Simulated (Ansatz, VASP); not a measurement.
Ba in VASP and in Ansatz

```
Ba
1.0
    -2.37894    2.37894    2.37894
     2.37894   -2.37894    2.37894
     2.37894    2.37894   -2.37894
Ba
1
Direct
  0.00000 0.00000 0.00000
```

Alike in both runs: task single point; functional LDA; k mesh 9 × 9 × 9; occupations fermi-dirac, width 1 eV; no spin polarisation.

|  | VASP | Ansatz |
| --- | --- | --- |
| version | VASP 6.6.1 | Ansatz 0.2.0 |
| potentials or method | VASP PAW LDA potentials, release 64 (Ba_sv) | plane waves (420 eV) with PAW, scalar-relativistic |
| plane-wave cutoff (eV) | 520 | 420 |
| valence electrons in the cell | 10 | 10 |

|  | VASP | Ansatz | Ansatz less VASP |
| --- | --- | --- | --- |
| pressure (GPa) | 2.0 | 1.8 | -0.19 |

Ansatz warned: «pseudo_functional_mismatch».

The runs have no spin-orbit coupling, so splittings on Ba are missing.
